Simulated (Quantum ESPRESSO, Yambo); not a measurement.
# Quasiparticle gap of BN (Qingsongite) in Yambo, part 3 of 3

Aim: the G0W0 gap of BN (Qingsongite) on PBE, step by step.

Quantum ESPRESSO 7.5 and Yambo 5.3.0; PBE and many-body steps on it, plane waves. Known limits of the many-body steps: not at the basis limit; coarse k mesh.

So far. Step 3 (Bands along the symmetry lines): The gap is 4.535 eV, as in the run before at this level. Step 4 (Empty states on the mesh, 6×6×6 mesh, 30 bands): On this mesh the gap is 4.535 eV.

## 6. Screening and self-energy, 6×6×6 mesh, 30 bands, screening to 163.3 eV

Now the one-shot GW correction: screening in the RPA, then the self-energy of the levels asked for.

This step: G0W0 on PBE, plane waves, norm-conserving pseudopotentials.

gw1.in

```
HF_and_locXC
gw0
dyson
ppa
em1d
rim_cut
RandQpts= 1000000
RandGvec= 1 RL
EXXRLvcs= 72 Ry
VXCRLvcs= 288 Ry
Chimod= "HARTREE"
% BndsRnXp
 1 | 30 |
%
NGsBlkXp= 12 Ry
% LongDrXp
 1 | 1 | 1 |
%
% GbndRnge
 1 | 30 |
%
DysSolver= "n"
ExtendOut
PPAPntXp= 27.21138 eV
% QPkrange
 1 | 1 | 3 | 6 |
 13 | 13 | 3 | 6 |
%
```

Run with:

```console
> OMP_NUM_THREADS=1 mpirun -n 4 yambo -F gw1.in -J gw1 -C gw1 > gw1.log
```

Output:

```text
 Yambo, version 5.3.0

 [02] CORE Variables Setup
 =========================

  [... cell, symmetries and grids as in the set-up ...]

  [02.05] Energies & Occupations
  ==============================

  [X] === General ===
  [X] Electronic Temperature                        :  0.000000  0.000000 [eV K]
  [X] Bosonic    Temperature                        :  0.000000  0.000000 [eV K]
  [X] Finite Temperature mode                       : no
  [X] El. density                                   :  0.67737E+24 [cm-3]
  [X] Fermi Level                                   :  11.15554 [eV]

  [X] === Gaps and Widths ===
  [X] Conduction Band Min                           :  4.534823 [eV]
  [X] Valence Band Max                              :  0.000000 [eV]
  [X] Filled Bands                                  :   4
  [X] Empty Bands                                   :   5  30
  [X] Direct Gap                                    :  8.878135 [eV]
  [X] Direct Gap localized at k                     :  1
  [X] Indirect Gap                                  :  4.534823 [eV]
  [X] Indirect Gap between kpts                     :   1  13
  [X] Last valence band width                       :  6.145336 [eV]
  [X] 1st conduction band width                     :  5.828507 [eV]

 [03] Transferred momenta grid and indexing
 ==========================================

 IBZ Q-points                                      :  16
 BZ  Q-points                                      :  216

 K/Q-points units:
 rlu = crystal or reduced units; cc = cartesian coordinates; iku = interal k-units

 Q [ 1]         [rlu]:  0.000000  0.000000  0.000000
 Q [ 2]         [rlu]:  0.14683E-18  0.14683E-18  0.16667
 Q [ 3]         [rlu]: -0.21279E-17 -0.21279E-17  0.33333
 Q [ 4]         [rlu]: -0.10686E-16 -0.10686E-16 -0.50000
 Q [ 5]         [rlu]: -0.16955E-16  0.16667      0.16667
 Q [ 6]         [rlu]:  0.14683E-18  0.16667      0.33333
 Q [ 7]         [rlu]:  0.53383E-16  0.16667      0.50000
 Q [ 8]         [rlu]:  0.44825E-16  0.16667     -0.33333
 Q [ 9]         [rlu]:  0.21279E-17  0.16667     -0.16667
 Q [10]         [rlu]: -0.33909E-16  0.33333      0.33333
     [... 4 further rows ...]
 Q [15]         [rlu]:  0.166667  0.333333 -0.333333
 Q [16]         [rlu]:  0.166667 -0.500000 -0.333333

 [04] Coloumb potential Random Integration (RIM)
 ===============================================

  [04.01] RIM initialization
  ==========================

  * Diagonal components only detected *

  8 x (sBL volume)        :  0.115269 [a.u.]
  sBZ random points       :  1000000
  Points outside the sBZ  :   7996195
  RL volume               :  3.112276 [a.u.]
  Integrated volume       :  3.113757 [a.u.]

  [04.02] RIM integrals
  =====================

  Gamma point sphere radius             :  0.088279 [a.u.]
  Points outside the sphere             :   799659
  [Int_sBZ(q=0) 1/q^2]*(Vol_sBZ)^(-1/3) =:  7.764404
                                 should be <:  7.795600

  Summary of Coulomb integrals for non-metallic bands |Q|[au] RIM/Bare

  Q [1] 0.100000E-4 0.995998 * Q [2] 0.265511 1.064860
  Q [5] 0.306585 1.063764 * Q [9] 0.433577 1.026684
  Q [6] 0.508414 1.019317 * Q [3] 0.531021 1.016823
  Q [10] 0.613171 1.013626 * Q [8] 0.668187 1.011243
  Q [14] 0.685546 1.010640 * Q [7] 0.750978 1.008721
  Q [4] 0.796532 1.007966 * Q [11] 0.796532 1.007972
  Q [12] 0.867154 1.006889 * Q [15] 0.906892 1.006422
  Q [13] 0.919756 1.006154 * Q [16] 0.969508 1.005566

 [05] Dipoles
 ============

  [05.01] Setup: observables and procedures
  =========================================

 [06] Dynamic Dielectric Matrix (PPA)
 ====================================

 [WR./gw1//ndb.pp]---------------------------------------------------------------
  Brillouin Zone Q/K grids (IBZ/BZ)                :   16  216   16  216
  RL vectors                                       :  1211 [WF]
  Coulomb cutoff potential                         : none
  Electronic Temperature                           :  0.000000 [K]
  Bosonic    Temperature                           :  0.000000 [K]
  PPA    diel. fun.  energies                      : Perdew, Burke & Ernzerhof(X)+Perdew, Burke & Ernzerhof(C)
  wavefunctions                                    : Perdew, Burke & Ernzerhof(X)+Perdew, Burke & Ernzerhof(C)
  Global Gauge                                     : length
  X matrix size                                    :   65
  X band range                                     :   1  30
  X e/h energy range                               : -1.000000 -1.000000 [eV]
  X Time ordering                                  : R
  X Hxc Kernel                                     : HARTREE
  X Drude frequency                                :  0.000000  0.000000
  X poles                                          :  100.0000 [o/o]
  RL vectors in the sum                            :  1211
  [r,Vnl] included                                 : yes
  Field direction                                  :  0.577350E-5  0.577350E-5  0.577350E-5
  BZ energy Double Grid                            : no
  BZ energy DbGd points                            : 0
  BZ Q point size factor                           : -1.000000
  X Optical Averaged directions                    : none

 [07] Local Exchange-Correlation + Non-Local Fock
 ================================================

 [VXC] Plane waves :   6615
 [EXS] Plane waves :   893

 QP @ state[ 1 ] K range:  1  1
 QP @ state[ 1 ] b range:   3   6
 QP @ state[ 2 ] K range:  13  13
 QP @ state[ 2 ] b range:   3   6

 [xc] Functional : Perdew, Burke & Ernzerhof(X)+Perdew, Burke & Ernzerhof(C)
 [xc] LIBXC used to calculate xc functional
  PP Number of Atomic Species                      :  2
  NLCC RL compoments                               :   6615
  PP Number of Atomic Species                      :  2
  NLCC RL compoments                               :   6615

 [xc] E_xc :  -3.729117 [Ha]
      E_xc :  -7.458233 [Ry]

  Local XC kind (lXC) : Perdew, Burke & Ernzerhof(X)+Perdew, Burke & Ernzerhof(C)
  Non-Local XC kind (nlXC) : Hartree-Fock

  Corrections @ K [1] :  [eV]
 <3|nlXC|3> = -21.98564 -0.75958E-18 <3|lXC|3> = -18.52042  0.94408E-16
 <4|nlXC|4> = -21.98563 -0.76468E-17 <4|lXC|4> = -18.52042  0.18882E-15
 <5|nlXC|5> = -7.169138  0.23827E-18 <5|lXC|5> = -13.77758  0.000000
 <6|nlXC|6> = -7.169037  0.25602E-18 <6|lXC|6> = -13.77758 -0.47204E-16

  Corrections @ K [13] :  [eV]
 <3|nlXC|3> = -21.57256  0.65305E-17 <3|lXC|3> = -16.49644  0.94408E-16
 <4|nlXC|4> = -21.57255  0.36072E-17 <4|lXC|4> = -16.49643  0.28323E-15
 <5|nlXC|5> = -7.409266 -0.73204E-17 <5|lXC|5> = -12.56849  0.11801E-15
 <6|nlXC|6> = -6.795332  0.21887E-17 <6|lXC|6> = -12.69501 -0.23602E-15

 [08] Dyson equation: Newton solver
 ==================================

  [08.01] G0W0 (W PPA)
  ====================

  [  GW  ] Bands range     :   1  30
  [GW/PPA] G damping       :  0.100000 [eV]

  QP @ state[ 1 ] K range:  1  1
  QP @ state[ 1 ] b range:   3   6
  QP @ state[ 2 ] K range:  13  13
  QP @ state[ 2 ] b range:   3   6

   Sc/G bands                                       :   1  30
   Sc/G damping                                     :  0.100000 ev
   Sc bands terminator                              : no
   Sx RL components                                 :   893

   QP @ state[ 1 ] K range                          :  1  1
   QP @ state[ 1 ] b range                          :   3   6
   QP @ state[ 2 ] K range                          :  13  13
   QP @ state[ 2 ] b range                          :   3   6
   GF energies kind                                 : Perdew, Burke & Ernzerhof(X)+Perdew, Burke & Ernzerhof(C)
   GF WF`s kind                                     : Perdew, Burke & Ernzerhof(X)+Perdew, Burke & Ernzerhof(C)
   Xs energies kind                                 : Perdew, Burke & Ernzerhof(X)+Perdew, Burke & Ernzerhof(C)
   Xs WF`s kind                                     : Perdew, Burke & Ernzerhof(X)+Perdew, Burke & Ernzerhof(C)

 [11] Game Over & Game summary
```

The job ended after 9.6 s (4 MPI ranks of Arm Neoverse V1, shared host; peak memory 1 GiB; 34 s of CPU time).

Numbers from this step:

| Quantity | Value |
| --- | --- |
| G0W0 gap on the points computed | 5.879 eV |
| starting gap on the mesh | 4.535 eV |
| k of the valence top | 0, 0, 0 |
| k of the conduction bottom | 0, -0.5, -0.5 |
| least direct G0W0 gap on the computed points | 10.86 eV |
| Z at the valence top | 0.8301 |
| Z at the conduction bottom | 0.8557 |

The gap on the mesh goes from 4.53 eV to 5.88 eV, a correction of +1.34 eV.

Limits: finite bands, cutoff and mesh; coarse k mesh. v1 is the top filled band, c1 the lowest empty one. The levels before and after the correction (eV, zero at the valence-band top of each column):

|  | conduction bottom | valence top |
| --- | --- | --- |
| Kohn-Sham | 4.53 | 0.00 |
| G0W0 | 5.88 | 0.00 |

|  | level | energy (eV) |
| --- | --- | --- |
| Kohn-Sham | Γ v2-v1 | 0.000 |
| Kohn-Sham | Γ c1-c2 | 8.878 |
| Kohn-Sham | (0 -0.5 -0.5) v2-v1 | -4.907 |
| Kohn-Sham | (0 -0.5 -0.5) c1 | 4.535 |
| Kohn-Sham | (0 -0.5 -0.5) c2 | 9.342 |
| G0W0 | Γ v2-v1 | 0.000 |
| G0W0 | Γ c1-c2 | 10.862 |
| G0W0 | (0 -0.5 -0.5) v2-v1 | -5.461 |
| G0W0 | (0 -0.5 -0.5) c1 | 5.879 |
| G0W0 | (0 -0.5 -0.5) c2 | 10.842 |

## 7. Where the time went

Times are wall times on the hardware named with each run, good to a factor of about two.

| step | time | share | memory (GiB) |
| --- | --- | --- | --- |
| ground state | 2.3 s | 14 % | 0.17 |
| bands along the symmetry lines | 1.4 s | 8 % | 0.05 |
| empty states on the mesh | 1.4 s | 8 % | 0.05 |
| conversion and set-up | 1.9 s | 11 % | 0.23 |
| screening and self-energy | 9.6 s | 58 % | 1.0 |

## 8. Outcome

- PBE gap: 4.53 eV, indirect
- G0W0 gap on the mesh: 5.88 eV
- GW settings: 6×6×6 mesh, 30 bands, screening to 163.3 eV, Godby-Needs plasmon pole
- known limits: not at the basis limit; coarse k mesh

What this shows: G0W0 moves the gap on the mesh from 4.53 eV to 5.88 eV (+1.34 eV), with Z of 0.83 and 0.86 at the edges. Only 2 of the mesh's irreducible points were corrected, so a valley elsewhere could overtake. The dearest step here is «screening and self-energy». Bands and cutoff are finite, so the gap is not at the basis limit. The miss can reach some tenths of an eV and take either sign; the mesh is an error of its own. In the G0W0 run levels were corrected at 2 k points alone, so a gap called «on the mesh» is the least over those, and an edge elsewhere would be missed. The 6×6×6 mesh is coarse for this cell, which bears on the long-range parts of exchange and screening.

[Paths, hosts, dates, memory and timing lines, banners, echoed tables and standing remarks are left out of the program output.]

[Logs are printed without paths, hosts, clocks, repeated set-up lines and the standing remarks that a program may print on its own settings, such as how far it seeks lower states.]

[Runs of the session that timed out or met a known fault of the program may be left out.]

[Hosts, paths, dates, database ids (printed as entryN), source tags and the programs' standing remarks are cut or masked in the printed files.]
